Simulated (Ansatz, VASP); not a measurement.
CdS (Hawleyite): VASP beside Ansatz

```
CELL_PARAMETERS angstrom
0.00000 2.91228 2.91228
2.91228 0.00000 2.91228
2.91228 2.91228 0.00000
ATOMIC_POSITIONS crystal
Cd 0.00000 0.00000 0.00000
S 0.25000 0.25000 0.25000
```

Alike in both runs: task single point; functional PBEsol; k mesh 8 × 8 × 8; occupations gaussian, width 0.02 eV; no spin polarisation.

```csv
,VASP,Ansatz
version,VASP 6.6.1,Ansatz 0.2.0
potentials or method,"VASP PAW PBE potentials, release 64 (Cd, S)","scalar-relativistic, plane waves, PAW"
plane-wave cutoff (eV),520,420
valence electrons in the cell,18,26
```

Ansatz gave:

* gap on the k mesh at the Fermi level (eV): 1.01
* least direct gap on the mesh (eV): 1.01
* pressure (GPa): 0.0

Estimate VASP's values.

gap on the k mesh at the Fermi level (eV): 1.02; least direct gap on the mesh (eV): 1.02; pressure (GPa): 0.4.

The two sets of potentials don't hold the same shells in valence.

Caveats: the PAW data sets were made with another functional, which shifts forces and pressure a little (VASP).
